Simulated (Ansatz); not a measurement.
# Ni: pressure up to the limit of the methods

One table from this session's results is given with a row withheld; the runs are named, their logs left out.

Program: Ansatz 0.2.0. Level of theory: DFT PBE, with the methods named in each step. These are calculated values, not measurements.

### The structure to begin with

Symmetry: Im-3m, No. 229, cubic system. Conventional cell: a = 2.793 Å, b = 2.793 Å, c = 2.793 Å, α = 90.00°, β = 90.00°, γ = 90.00°. Around Ni (site symmetry m-3m) lie 8 Ni at 2.42 Å.

Coordinates:

```cif
data_structure
_symmetry_space_group_name_H-M 'Im-3m'
_symmetry_Int_Tables_number 229
_cell_length_a 2.7934
_cell_length_b 2.7934
_cell_length_c 2.7934
_cell_angle_alpha 90.000
_cell_angle_beta 90.000
_cell_angle_gamma 90.000
_cell_volume 21.80
loop_
_atom_site_label
_atom_site_type_symbol
_atom_site_symmetry_multiplicity
_atom_site_Wyckoff_symbol
_atom_site_fract_x
_atom_site_fract_y
_atom_site_fract_z
_atom_site_occupancy
Ni1 Ni 2 a 0.00000 0.00000 0.00000 1
```

The file gives the conventional cell by its symmetry; the runs use the cell typed in the input.

Whether this phase is the stable one at these pressures isn't tested.

The first run:

input.yaml reads:

```yaml
crystal:
  lattice:
    - [-1.3966757866, 1.3966757866, 1.3966757866]
    - [1.3966757866, -1.3966757866, 1.3966757866]
    - [1.3966757866, 1.3966757866, -1.3966757866]
  atoms:
    - { symbol: Ni, position: [0.0, 0.0, 0.0] }
kpoints:
  mp_grid: { grid: [21, 21, 21] }
scf:
  occupations: { method: fermi_dirac, width: 0.1 }
hamiltonian:
  xc: pbe
  pseudopotentials: { kind: paw }
output:
  forces: true
  stress: true
  write_density: true
  write_potential: true
  elf: true
  volumetric_format: npy
relax:
  f_tol: 0.005
  max_steps: 40
  cell: {}
```

Launch:

```console
ansatz run input.yaml --threads 1 --pin off --max-ram 2048MiB --backend cpu --events-out ev --progress --plain --runs-dir out
```

Steps of the session up to this table: Cell relaxed at zero pressure, PAW; Volume scaled by 1, PAW; Volume scaled by 0.9, PAW; Volume scaled by 0.8, PAW; Volume scaled by 0.8, PAW (cutoff 250 eV); Volume scaled by 0.7, PAW; Volume scaled by 0.6, PAW; Volume scaled by 0.5, PAW; Volume scaled by 0.4, PAW; Volume scaled by 0.4, PAW (core large).

One table of the session follows, with a row left open; its other results are not shown here.

 The rows PAW, 0.4 and PAW (core large), 0.4 agree to the last digit and may rest on the same set-up.

| method | volume over the first | volume (Å³/atom) | pressure (GPa) |
| --- | --- | --- | --- |
| PAW | 1 | 10.923 | 0.01 |
| PAW | 0.9 | 9.831 | 26.68 |
| PAW | 0.8 | 8.739 | 75.08 |
| PAW | 0.7 | 7.646 | 165.03 |
| PAW | 0.6 | 6.554 | 339.80 |
| PAW | 0.5 | ? | ? |
| PAW | 0.4 | 4.369 | 1526.39 |
| PAW (core large) | 0.4 | 4.369 | 1526.39 |
| PAW (cutoff 250 eV) | 0.8 | 8.739 | 67.69 |

**Question.** Estimate the row for PAW, 0.5.

As computed: volume (Å³/atom): 5.462; pressure (GPa): 703.03. In the column «volume (Å³/atom)» it lies between PAW (core large), 0.4 (4.369) and PAW, 0.6 (6.554).

To keep in mind: Spin polarisation is left out here, though a magnetic state may lie well lower. Real Ni is ferromagnetic; without spin these runs don't describe its ground state. Warnings in the runs' records: cutoff below recommended, datasets by core.
